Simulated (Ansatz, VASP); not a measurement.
# Cross-check of Al48N47 (V_N) between VASP and Ansatz, part 2 of 2

Aim: how closely do two programs agree when they are given the same cell, functional and k mesh? Of the first pair: The structure shown is the start of the Ansatz relaxation below; VASP solves that cell, so the two are compared at the walk's first step.

VASP 6.6.1 and Ansatz 0.2.0.

So far. Step 3 (VASP: single point, r2SCAN, start cell, pair 1): The run ends at a pressure of 2.77 GPa, with forces up to 2.5 eV/Å.

### 6. VASP: single point, r2SCAN, relaxed cell, pair 2

Level of this step: r2SCAN; plane waves and PAW (Al, N) (VASP).

The same cell, functional, mesh and smearing now go to VASP, with its own data sets.

Input file INCAR:

```
SYSTEM = Al48N47
PREC = Accurate
ENCUT = 580
EDIFF = 1E-06
NELM = 120
ISMEAR = -1
SIGMA = 0.01
LREAL = Auto
ALGO = Normal
METAGGA = R2SCAN
LASPH = .TRUE.
NELECT = 380
NBANDS = 256
LORBIT = 11
LWAVE = .FALSE.
LCHARG = .FALSE.
ISIF = 2
ISYM = 0
GGA_COMPAT = .FALSE.
EFERMI = MIDGAP
LMIXTAU = .TRUE.
NCORE = 2
```

Input file POSCAR:

```
Al48N47
1.0
    9.3195654812      5.3806537570      0.0000000000
   -9.3195655832      5.3806535804      0.0000000000
    0.0000000000      0.0000000000      9.9564777200
Al N
48 47
Direct
    0.9999855221      0.1652282834      0.2500010148
    0.1665887527      0.9998433209      0.2501456787
    0.3349826321      0.3339829135      0.2495648267
    0.0005222858      0.3325938377      0.4982386099
[... 1 atom line left out ...]
    0.3343262774      0.0052643530      0.4995348407
[... 2 atom lines left out ...]
    0.3300028603      0.3322135378      0.7528738250
[... 3 atom lines left out ...]
    0.0014031265      0.6663614151      0.2472841311
[... 2 atom lines left out ...]
    0.9969902663      0.8310212339      0.4985288287
    0.1685558903      0.6680071830      0.4982823450
    0.3353699572      0.5000282840      0.4996226945
    0.9971269855      0.6659959082      0.7427122285
[... 5 atom lines left out ...]
    0.5027855442      0.1719837177      0.2522436036
[... 1 atom line left out ...]
    0.8352948783      0.3339831545      0.2471201066
    0.5008346528      0.3522827489      0.5082069558
    0.6660178326      0.1694051246      0.4985095597
    0.8290803372      0.9949205301      0.4995158168
    0.4978077718      0.1648974275      0.7512234881
[... 1 atom line left out ...]
    0.8312377954      0.3343673414      0.7426572628
    0.5019767650      0.3353527016      0.9991254467
[... 2 atom lines left out ...]
    0.5011150349      0.6662855369      0.2493906110
    0.6836715217      0.5007444933      0.2524492688
    0.8309770760      0.8283521885      0.2522317469
    0.4992108151      0.8352984853      0.4998370972
    0.6489110111      0.6471290252      0.5074873240
    0.8275780692      0.5006257699      0.4794481429
    0.4980244247      0.6678783570      0.7525798660
    0.6613978524      0.4999685151      0.7422159500
    0.8329269221      0.8351831445      0.7509466758
[... 1 atom line left out ...]
    0.6667227828      0.6649187753      0.9989092505
[... 3 atom lines left out ...]
    0.3256026488      0.3296366560      0.4387159424
[... 9 atom lines left out ...]
    0.0048625910      0.6694501529      0.4381545713
[... 2 atom lines left out ...]
    0.0003005762      0.8329920252      0.1897027446
[... 1 atom line left out ...]
    0.3334967257      0.5000942637      0.1904845701
[... 3 atom lines left out ...]
    0.9986721643      0.8343872737      0.6892260902
[... 1 atom line left out ...]
    0.3322810510      0.5000211152      0.6917022585
    0.5018900152      0.1773516700      0.4433250147
[... 1 atom line left out ...]
    0.8353822331      0.3314151236      0.4379843007
    0.5046629291      0.3381023023      0.1912573003
    0.6674867504      0.1672878118      0.1897722751
[... 4 atom lines left out ...]
    0.4926180108      0.3271231808      0.6990336465
    0.6643948998      0.1658431322      0.6892107549
[... 1 atom line left out ...]
    0.4962774624      0.6702513165      0.4385628305
    0.8247583767      0.8230425655      0.4432752331
[... 1 atom line left out ...]
    0.6666567702      0.6625227194      0.1908322145
    0.8450117829      0.5000736850      0.1749935994
[... 4 atom lines left out ...]
    0.6656189484      0.6726811365      0.6984464136
    0.8284463591      0.5001824398      0.6788913704
```

Input file KPOINTS:

```
Points of the shifted mesh
1
Reciprocal
 0.2500000000  0.2500000000  0.2500000000 1
```

PAW data sets: Al and N (PBE family, release 64).

Command:

```
$ mpirun -np 8 vasp_std
```

Numbers of over 12 decimals in the logs are rounded to 6 here.

What it wrote:

```text
[banner, memory and clock lines left out]
running    8 mpi-ranks, on    1 nodes
[...]
[... a notice as in an earlier step ...]

 LDA part: xc-table for (None), standard interpolation
 POSCAR, INCAR and KPOINTS ok, starting setup
[...]
entering main loop
       N       E                     dE             d eps       ncg     rms          rms(c)
DAV:   1     0.157332592771E+04    0.15733E+04   -0.19498E+05   512   0.152E+03
DAV:   2    -0.902166553704E+03   -0.24755E+04   -0.23694E+04   648   0.303E+02
DAV:   3    -0.109986533828E+04   -0.19770E+03   -0.19609E+03   616   0.921E+01
DAV:   4    -0.110313577049E+04   -0.32704E+01   -0.32575E+01   608   0.125E+01
DAV:   5    -0.110319592361E+04   -0.60153E-01   -0.60092E-01   624   0.161E+00BRMIX: very serious problems
 the old and the new charge density differ
 old charge density:   379.00000 new  380.00000
    0.613E+01
DAV:   6    -0.932467558998E+03    0.17073E+03   -0.40627E+02   592   0.339E+01    0.271E+01
DAV:   7    -0.898105945741E+03    0.34362E+02   -0.17635E+01   568   0.101E+01    0.155E+01
DAV:   8    -0.931858944230E+03   -0.33753E+02   -0.12706E+01   536   0.988E+00    0.883E+00
DAV:   9    -0.887940491747E+03    0.43918E+02   -0.12617E+01   528   0.838E+00    0.227E+00
[...]
DAV:  28    -0.897358577741E+03   -0.27691E-05   -0.82263E-07   352   0.292E-03    0.263E-03
DAV:  29    -0.897358580395E+03   -0.26538E-05   -0.18120E-06   360   0.360E-03    0.218E-03
DAV:  30    -0.897358579883E+03    0.51180E-06   -0.28838E-07   304   0.192E-03
   1 F= -.89735858E+03 E0= -.89735858E+03  d E =0.000000E+00
```

OUTCAR, selected parts (step 6):

```text
  FREE ENERGIE OF THE ION-ELECTRON SYSTEM (eV)
  ---------------------------------------------------
  free  energy   TOTEN  =      -897.3585798828 eV

  energy  without entropy=     -897.3585798828  energy(sigma->0) =     -897.35857988
```

The run ends at a pressure of 1.51 GPa, with forces up to 0.025 eV/Å.

### 7. Differences

Compared:

```csv
quantity,Ansatz,VASP,difference
gap on the k mesh (eV),1.266,1.265,+0.001
```

At this near-relaxed geometry the largest component of a force difference is 14 meV/Å. A gap on the mesh is an upper bound, since the band edges may lie between its points. The cell carries a charge of -1 e against a uniform background, so its pressure also hangs on how the neutralising background is counted, and in a defect's cell a gap may be the spacing between its levels.

### 8. Results

- r.m.s. force difference (single point, r2SCAN, start cell, pair 1): 0.88 % of the r.m.s. force
- difference in gap on the k mesh (single point, r2SCAN, relaxed cell, pair 2): 0.0012 eV

**Reading.** The r.m.s. force difference is 0.88 % of the r.m.s. force (single point, r2SCAN, start cell, pair 1), within the 3 % picked in this series as the mark of a large difference. Such differences can come from data sets, numerical settings and the points named under the comparisons, not from the functional's error against experiment.

[Lines on the potential files, build, host, timing and source positions are cut from VASP's logs without a mark.]

[Logs are printed without paths, hosts, clocks, repeated set-up lines and the standing remarks that a program may print on its own settings, such as how far it seeks lower states.]

[Hosts, paths, dates, database ids (printed as entryN), source tags and the programs' standing remarks are cut or masked in the printed files.]
